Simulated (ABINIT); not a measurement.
Runs of ABINIT 10.8.3 (patched build) on AlN. Symmetry: F-43m, No. 216, cubic system. The conventional cell has a = 4.368 Å, b = 4.368 Å, c = 4.368 Å, α = 90.00°, β = 90.00°, γ = 90.00°. Al (site symmetry -43m) has 4 N at 1.89 Å as nearest neighbours. Around N (site symmetry -43m) lie 4 Al at 1.89 Å. Measurements of this composition are mostly on another form, of space group No. 186.

```csv
potentials or basis,cutoff (eV),fine-grid cutoff,gap on the mesh (eV),pressure (GPa)
Ansatz NC r2SCAN,1497,-,3.95,-0.1
"Ansatz PAW PBE default generated set, frozen core",517,1034.03 eV,3.94,-0.3
JTH PAW PBE v2.0,844,1442.2 eV,3.90,3.3
SG15 NC PBE v1.2,1306,-,3.92,(a)
PseudoDojo NC SR PBE v0.4.1 standard,1361,-,(b),3.6
```

Alike in all rows: task single point; level r2SCAN; no spin polarisation; cell as given; k mesh 10 × 10 × 10; smearing fermi-dirac 0.05 eV.

Question: Fill in the values left out.

Answer: (a) 1.4; (b) 3.87.

Caveats: the PAW data sets were made with another functional, which shifts forces and pressure a little (some runs); the potentials were made for another functional, which shifts forces and pressure (some runs); the atomic spheres overlap (some runs); a meta-GGA on potentials with a model core is unreliable (some runs).

A k mesh can miss the band edges.

The runs don't all hold the same shells in valence.
